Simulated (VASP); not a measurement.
# Shielding tensors and field gradients of AlN

Wanted: the shieldings and field gradients at the nuclei of AlN. The cell is of the wurtzite type, one of the forms listed for this formula, which need not be the common one. The start is a cell from a database of measured crystal structures.

Main program and level: VASP 6.6.1; PBE; plane waves and PAW (Al, N), in the first sound run; inputs show where later runs differ.

The database entry behind the starting cell differs from later determinations by our own check (inner coordinate u about 0.002 short), so it need not match the best structure at ambient conditions.

### Step 1. The structure

It takes space group P6_3mc (No. 186, hexagonal). Conventional cell: a = 3.113 Å, b = 3.113 Å, c = 4.981 Å, α = 90.00°, β = 90.00°, γ = 120.00°. Al has 4 N at 1.89 Å nearest. N has 4 Al at 1.89 Å nearest. Farther neighbours and most contacts between anions are not listed.

As a file:

```cif
data_structure
_symmetry_space_group_name_H-M 'P6_3mc'
_symmetry_Int_Tables_number 186
_cell_length_a 3.1130
_cell_length_b 3.1130
_cell_length_c 4.9810
_cell_angle_alpha 90.000
_cell_angle_beta 90.000
_cell_angle_gamma 120.000
_cell_volume 41.80
loop_
_atom_site_label
_atom_site_type_symbol
_atom_site_symmetry_multiplicity
_atom_site_Wyckoff_symbol
_atom_site_fract_x
_atom_site_fract_y
_atom_site_fract_z
_atom_site_occupancy
Al1 Al 2 b 0.66667 0.33333 0.50000 1
N1 N 2 b 0.66667 0.33333 0.88000 1
```

### Step 2. Ground state

A ground-state run shows first whether the cell has a gap, which the next steps need; its size sets how fine their mesh has to be.

Contents of INCAR:

```
SYSTEM = AlN
PREC = Accurate
ENCUT = 520
EDIFF = 1E-07
NELM = 100
ISMEAR = 0
SIGMA = 0.01
LREAL = .FALSE.
ALGO = Normal
GGA = PE
NBANDS = 14
LORBIT = 11
LWAVE = .FALSE.
LCHARG = .FALSE.
KPAR = 2
```

Contents of POSCAR:

```
AlN
1.0
    3.1130000000      0.0000000000      0.0000000000
   -1.5565000000      2.6959370820      0.0000000000
    0.0000000000      0.0000000000      4.9810000000
Al N
2 2
Direct
    0.6666666667      0.3333333333      0.5000000000
    0.3333333333      0.6666666667      0.0000000000
    0.6666666667      0.3333333333      0.8800000000
    0.3333333333      0.6666666667      0.3800000000
```

Contents of KPOINTS:

```
Automatic mesh
0
Gamma
7 7 4
0 0 0
```

Potentials, in the order of the species: Al and N (PBE family, release 64).

On the command line:

```sh
$ mpirun -np 2 vasp_std
```

Log:

```text
[banner, memory and clock lines left out]
running    2 mpi-ranks, on    1 nodes
 distrk:  each k-point on    1 cores,    2 groups
 distr:  one band on    1 cores,    1 groups

 POSCAR found type information on POSCAR AlN
 POSCAR found :  2 types and       4 ions
 LDA part: xc-table for (Slater+PW92), standard interpolation
 POSCAR, INCAR and KPOINTS ok, starting setup
 FFT: planning ... GRIDC
 FFT: planning ... GRID_SOFT
 FFT: planning ... GRID
 WAVECAR not read
 entering main loop
       N       E                     dE             d eps       ncg     rms          rms(c)
DAV:   1     0.452903657220E+02    0.45290E+02   -0.75661E+03   672   0.103E+03
DAV:   2    -0.306662722959E+02   -0.75957E+02   -0.69325E+02   948   0.201E+02
DAV:   3    -0.344911347701E+02   -0.38249E+01   -0.38095E+01   912   0.478E+01
DAV:   4    -0.345178144276E+02   -0.26680E-01   -0.26677E-01   756   0.464E+00
DAV:   5    -0.345181567473E+02   -0.34232E-03   -0.34230E-03   900   0.526E-01    0.122E+01
DAV:   6    -0.297587550898E+02    0.47594E+01   -0.13170E+01   816   0.271E+01    0.423E+00
DAV:   7    -0.297826432086E+02   -0.23888E-01   -0.71531E-01   750   0.621E+00    0.293E+00
DAV:   8    -0.297756415414E+02    0.70017E-02   -0.69781E-02   756   0.257E+00    0.525E-01
DAV:   9    -0.297704141246E+02    0.52274E-02   -0.17367E-02   906   0.968E-01    0.244E-01
DAV:  10    -0.297711004819E+02   -0.68636E-03   -0.29801E-03   762   0.355E-01    0.136E-01
DAV:  11    -0.297709899179E+02    0.11056E-03   -0.29203E-04   846   0.130E-01    0.333E-02
DAV:  12    -0.297709928922E+02   -0.29743E-05   -0.16489E-05   816   0.335E-02    0.900E-03
DAV:  13    -0.297709927198E+02    0.17242E-06   -0.64180E-06   864   0.193E-02    0.601E-03
DAV:  14    -0.297709926421E+02    0.77679E-07   -0.51505E-07   810   0.636E-03
   1 F= -.29770993E+02 E0= -.29770993E+02  d E =-.437577E-22
```

Elapsed: 13 s, on 2 MPI ranks of Intel Xeon Platinum 8259CL at 2.50GHz (Skylake/Cascade Lake), shared host; peak memory 0.29 GiB.

The logs omit lines about the potential files and the build; timing stands in the text.

From OUTCAR (step 2):

```text
ion  position               nearest neighbor table
   1  0.667  0.333  0.500-   3 1.89   4 1.89   4 1.89   4 1.89   2 3.07   2 3.07   2 3.07   2 3.07
                             2 3.07   2 3.07
   2  0.333  0.667  0.000-   4 1.89   3 1.89   3 1.89   3 1.89   1 3.07   1 3.07   1 3.07   1 3.07
                             1 3.07   1 3.07
   3  0.667  0.333  0.880-   1 1.89   2 1.89   2 1.89   2 1.89
   4  0.333  0.667  0.380-   2 1.89   1 1.89   1 1.89   1 1.89

  LATTYP: Found a hexagonal cell.
 ALAT       =     3.1130000000
 C/A-ratio  =     1.6000642467

 Subroutine GETGRP returns: Found 12 space group operations
 (whereof  6 operations were pure point group operations)

The static configuration has the point symmetry C_3v.
 The point group associated with its full space group is C_6v.

 Found     24 irreducible k-points:

   k-points           NKPTS =     24   k-points in BZ     NKDIM =     24   number of bands    NBANDS=     14

   dimension x,y,z NGX =    24 NGY =   24 NGZ =   40
   dimension x,y,z NGXF=    48 NGYF=   48 NGZF=   80

   ENCUT  =  520.0 eV  38.22 Ry    6.18 a.u.   5.79  5.79  9.26*2*pi/ulx,y,z

   NELECT =      16.0000    total number of electrons

 k-points in reciprocal lattice and weights: Automatic mesh
   0.00000000  0.00000000  0.00000000       0.005
   0.14285714  0.00000000  0.00000000       0.031
   0.28571429  0.00000000  0.00000000       0.031
   0.42857143  0.00000000  0.00000000       0.031
   0.14285714  0.14285714  0.00000000       0.031
   0.28571429  0.14285714  0.00000000       0.061
   0.42857143  0.14285714  0.00000000       0.031
   0.28571429  0.28571429  0.00000000       0.031
   0.00000000  0.00000000  0.25000000       0.010
[...]
0.42857143  0.14285714  0.50000000       0.031
   0.28571429  0.28571429  0.50000000       0.031

 average (electrostatic) potential at core
       1 -71.6760       2 -71.6760       3 -59.9410       4 -59.9410

 E-fermi :   6.1859

 k-point     1 :       0.0000    0.0000    0.0000
  band No.  band energies     occupation
    ...
      4       5.2901      2.00000
      5       5.2901      2.00000
      6       5.9422      2.00000
      7       5.9422      2.00000
      8       6.1218      2.00000
      9      10.3452      0.00000
     10      12.7859      0.00000
     11      16.7366      0.00000
     12      17.2868      0.00000
     13      17.2868      0.00000
    ...

 k-point     2 :       0.1429    0.0000    0.0000
  band No.  band energies     occupation
    ...
      4       4.1929      2.00000
      5       4.9228      2.00000
      6       4.9852      2.00000
      7       5.8886      2.00000
      8       6.0006      2.00000
      9      11.3695      0.00000
     10      13.6751      0.00000
     11      15.6645      0.00000
     12      16.0596      0.00000
     13      18.0063      0.00000
    ...

 k-point     3 :       0.2857    0.0000    0.0000
  band No.  band energies     occupation
    ...
      4       2.2241      2.00000
      5       3.3015      2.00000
      6       4.4559      2.00000
      7       5.5222      2.00000
      8       5.6801      2.00000
      9      12.4393      0.00000
     10      13.3711      0.00000
     11      14.0574      0.00000
     12      16.3873      0.00000
     13      17.6806      0.00000
    ...

  Total        0.7585209      0.7585209      1.1881665      0.0000000      0.0000000      0.0000000
  in kB       29.0718536     29.0718536     45.5388941      0.0000000      0.0000000      0.0000000
  external PRESSURE =      34.5608671 kB  Pullay stress =       0.0000000 kB

  energy-cutoff  :      520.00
  volume of cell :       41.80
      direct lattice vectors                 reciprocal lattice vectors
     3.113000000  0.000000000  0.000000000     0.321233537  0.185464269  0.000000000
    -1.556500000  2.695937082  0.000000000     0.000000000  0.370928538  0.000000000
     0.000000000  0.000000000  4.981000000     0.000000000  0.000000000  0.200762899

 POSITION                                       TOTAL-FORCE (eV/Angst)
 -----------------------------------------------------------------------------------
      1.55650      0.89865      2.49050         0.000000     -0.000000     -0.129098
     -0.00000      1.79729      0.00000        -0.000000      0.000000     -0.129098
      1.55650      0.89865      4.38328         0.000000     -0.000000      0.129098
     -0.00000      1.79729      1.89278        -0.000000      0.000000      0.129098
 -----------------------------------------------------------------------------------
    total drift:                               -0.000000     -0.000000      0.000388

  FREE ENERGIE OF THE ION-ELECTRON SYSTEM (eV)
  ---------------------------------------------------
  free  energy   TOTEN  =       -29.7709926421 eV

  energy  without entropy=      -29.7709926421  energy(sigma->0) =      -29.77099264

 total charge
# of ion       s       p       d       tot
------------------------------------------
    1        0.369   0.440   0.000   0.809
    2        0.369   0.440   0.000   0.809
    3        1.223   2.641   0.000   3.863
    4        1.223   2.641   0.000   3.863
--------------------------------------------------
tot          3.183   6.162   0.000   9.344

[... 3 further parts left out ...]
```

The gap is read on the k-mesh alone, so it is an upper bound where the band edges lie off the mesh.

A gap read on the k-mesh alone can miss the band edges.

This step gave:

```
free energy (TOTEN)            : -29.77 eV
Fermi energy                   : 6.186 eV
pressure                       : 3.456 GPa
gap on the k-mesh              : 4.223 eV
least direct gap on the k-mesh : 4.223 eV
```

The cell has a gap of 4.22 eV on this mesh and a pressure of +3.5 GPa, which holds the misfit of the given cell and coordinates with this functional, and any error of cutoff, mesh and data sets. Forces of up to 0.13 eV/Å remain in these settings.

(Part 1 of 4 ends here.)

[Lines on the potential files, build, host, timing and source positions are cut from VASP's logs without a mark.]

[Logs are printed without paths, hosts, clocks, repeated set-up lines and the standing remarks that a program may print on its own settings, such as how far it seeks lower states.]

[Hosts, paths, dates, database ids (printed as entryN), source tags and the programs' standing remarks are cut or masked in the printed files.]
